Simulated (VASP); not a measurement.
MgO:

```
Mg O
1.0
     3.30779    0.00000    0.00000
    -1.65389    2.86463    0.00000
     0.00000    0.00000    4.98288
Mg O
2 2
Direct
  0.66667 0.33333 0.50216
  0.33333 0.66667 0.00216
  0.66667 0.33333 0.90244
  0.33333 0.66667 0.40244
```

Measurements of this composition are mostly on another form, of space group No. 225.

| Quantity | Value |
| --- | --- |
| Program | VASP 6.6.1 |
| Task | single point |
| Functional | r2SCAN |
| Potentials or basis | VASP PAW PBE potentials, release 64 (Mg, O_h) |
| Cutoff | 1400 eV |
| k mesh | 8 × 8 × 5 |
| Occupations | gaussian, width 0.02 eV |
| Spin | no spin polarisation |

On this cell: pressure -1.4 GPa; largest force 0.030 eV/Å; band gap on the k mesh 4.13 eV, direct.

The same run follows on a disturbed copy (grid = ENCUT=1400 k=8x8x5 ISMEAR=0 SIGMA=0.02 PREC=Accurate EDIFF=1e-08 LREAL=False ADDGRID=False LASPH=True; atoms moved at random, drawn with an rms of 0.1 Å):

```xyz
4
Lattice="3.3078 0.0000 0.0000 -1.6539 2.8646 0.0000 0.0000 0.0000 4.9829" Properties=species:S:1:pos:R:3 pbc="T T T"
Mg    1.6777    0.9600    2.5055
Mg    0.0179    1.8664    0.0770
O     1.7216    0.9647    4.3990
O    -0.0460    1.8951    1.9873
```

What does the disturbed cell give?

The energy moves by +41.3 meV/atom; pressure 0.5 GPa; largest force 1.655 eV/Å; band gap on the k mesh 4.21 eV, direct.

Forces on the atoms (eV/Å):
```
Mg  -0.658 -0.281 -0.190
Mg   0.367  0.400 -1.349
O   -0.506 -0.381  1.529
O    0.797  0.262  0.011
```

Stress tensor (GPa, compression positive):
```
-1.63  3.15 -0.25
 3.15 -4.85  0.24
-0.25  0.24  7.91
```

Caveats: the PAW data sets were made with another functional, which shifts forces and pressure a little.

